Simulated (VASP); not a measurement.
A run of VASP 6.6.1 is set up as follows.

File INCAR:

```
PREC = Accurate ; ENCUT = 520
EDIFF = 1E-7 ; ISMEAR = -1
SIGMA = 0.05 ; LREAL = F
LASPH = T ; NELM = 80
ALGO = Fast ; ISIF = 2
LWAVE = F ; LCHARG = T
GGA = PE ; LELF = T
LVHAR = T ; NBANDS = 15
```

The input KPOINTS:

```
regular mesh
0
Gamma
  4 4 3
```

File POSCAR:

```
HSe
1.0
    1.9475100000      3.3731830000      0.0000000000
   -1.9475100000      3.3731830000      0.0000000000
    0.0000000000      0.0000000000      6.4692030000
Se H
2 2
Direct
    0.3261669037      0.3373529824      0.2481905422
    0.6736048379      0.6647453198      0.7540069465
   -0.1457204452      0.0287469516     -0.0968561351
    0.1557725159     -0.1852891475      0.4246949740
```

Potentials or basis: VASP PAW PBE potentials, release 64 (Se, H).

Launch:

```bash
$ cat potpaw_PBE.64/Se/POTCAR potpaw_PBE.64/H/POTCAR > POTCAR
$ mpirun -np 1 vasp_std > vasp.out
```

Predict the band gap on the k mesh.

none (metal or under the smearing width).

Estimate the largest force.

2.567 eV/Å.

Estimate the pressure.

-10.6 GPa.

Stress tensor (GPa, compression positive):
```
 -9.18   4.63   3.03
  4.63 -13.50  -4.71
  3.03  -4.71  -9.13
```

Caveat: the k mesh is coarse (spacing up to 0.47 Å⁻¹), so the values aren't converged; forces of over 1 eV/Å show positions far from the minimum, so gaps and moduli don't describe the material at rest.
